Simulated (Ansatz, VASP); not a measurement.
# Cu in VASP and in Ansatz

```
CELL_PARAMETERS angstrom
0.00000 2.67782 2.67782
2.67782 0.00000 2.67782
2.67782 2.67782 0.00000
ATOMIC_POSITIONS crystal
Cu 0.50000 0.50000 0.50000
Cu 0.75000 0.75000 0.75000
```

Alike in both runs: functional PBE; k mesh 6 × 6 × 6; occupations gaussian, width 0.1 eV; no spin polarisation.

Ansatz relaxed the structure, and its values are those at the end. VASP's run is a single point on that final structure, the one shown.

```csv
,VASP,Ansatz
version,VASP 6.6.1,Ansatz 0.2.0
potentials or method,"VASP PAW PBE potentials, release 64 (Cu)","scalar-relativistic, plane waves, PAW"
plane-wave cutoff (eV),520,420
valence electrons in the cell,22,38
```

VASP gave:

```
gap on the k mesh at the Fermi level (eV) : none
pressure (GPa)                            : 0.2
```

Question: What did Ansatz give for the same quantities?

Answer: gap on the k mesh at the Fermi level (eV): none; pressure (GPa): 0.1.

A gap of «none» marks a metal or a gap that the smearing closes. The two sets of potentials don't hold the same shells in valence.
